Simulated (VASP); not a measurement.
Set up this calculation in VASP 6.6.1, as the native input.

- Task: single point
- Functional: r2SCAN
- Potentials or basis: VASP PAW PBE potentials, release 64 (Sn_d, Se)
- Cutoff: 520 eV
- k mesh: 6 × 6 × 4
- Occupations: fermi-dirac, width 0.02 eV
- Spin: no spin polarisation
- Dipole correction: no
- Further INCAR settings: ALGO = Normal; EDIFF = 1e-06; NBANDS = 28

SnSe:

```
Sn Se
1.0
     4.80784    0.00000    0.00000
    -2.40392    4.16372    0.00000
     0.00000    0.00000    5.84894
Sn Se
2 2
Direct
  0.33333 0.66667 0.93779
  0.66667 0.33333 0.43779
  0.33333 0.66667 0.43721
  0.66667 0.33333 0.93721
```

The cell was built by a generator and needn't be a form met in nature.

The cell isn't the ideal one: hydrostatic strain -5.3%.

One way to write it, as run:

POSCAR

```
SnSe
1.0
    4.8078448123      0.0000000000      0.0000000000
   -2.4039224062      4.1637157449      0.0000000000
    0.0000000000      0.0000000000      5.8489403994
Sn Se
2 2
Direct
    0.3333333333      0.6666666667     -0.0622102697
    0.6666666667      0.3333333333      0.4377897303
    0.3333333333      0.6666666667      0.4372102697
    0.6666666667      0.3333333333      0.9372102697
```

INCAR.step1

```
SYSTEM = SnSe
ALGO     = Normal         ! electronic algorithm
EDIFF    = 1E-4           ! SCF threshold, eV
ENCUT    = 520            ! plane-wave cutoff, eV
GGA      = PE             ! functional
ISMEAR   = -1             ! smearing method
LASPH    = .TRUE.         ! aspherical terms in the spheres
LCHARG   = .FALSE.        ! write CHGCAR
LREAL    = .FALSE.        ! projectors in reciprocal space
LWAVE    = .TRUE.         ! write WAVECAR
NBANDS   = 28             ! bands
NELM     = 100            ! most SCF steps
PREC     = Accurate       ! precision mode
SIGMA    = 0.02           ! smearing width, eV
```

INCAR.step2

```
SYSTEM = SnSe
ALGO     = Normal         ! electronic algorithm
EDIFF    = 1E-6           ! SCF threshold, eV
ENCUT    = 520            ! plane-wave cutoff, eV
ISIF     = 2              ! what is computed and relaxed
ISMEAR   = -1             ! smearing method
ISTART   = 1            
LASPH    = .TRUE.         ! aspherical terms in the spheres
LCHARG   = .TRUE.         ! write CHGCAR
LELF     = .TRUE.         ! ELF
LMIXTAU  = .TRUE.       
LREAL    = .FALSE.        ! projectors in reciprocal space
LVHAR    = .TRUE.       
LWAVE    = .FALSE.        ! write WAVECAR
METAGGA  = R2SCAN         ! meta-GGA
NBANDS   = 28             ! bands
NELM     = 100            ! most SCF steps
PREC     = Accurate       ! precision mode
SIGMA    = 0.02           ! smearing width, eV
```

KPOINTS

```
k-points
0
G
  6 6 4
  0 0 0
```

Potentials or basis: VASP PAW PBE potentials, release 64 (Sn_d, Se).

Run with:

```sh
$ cat potpaw_PBE.64/Sn_d/POTCAR potpaw_PBE.64/Se/POTCAR > POTCAR
$ cp INCAR.step1 INCAR
$ mpirun -np 1 vasp_std > vasp.out
$ cp INCAR.step2 INCAR
$ mpirun -np 1 vasp_std > vasp.out
```

It gave:

```
Pressure               : 7.6 GPa
Band gap on the k mesh : 0.10 eV, direct
```

Caveat: the PAW data sets were made with another functional, which shifts forces and pressure a little; spin-orbit coupling is left out, which moves the levels of the heavy elements.

Run time: 2.1 min on 1 thread of Intel(R) Xeon(R) 6975P-C (Granite Rapids), on a shared host, peak memory 0.27 GiB.
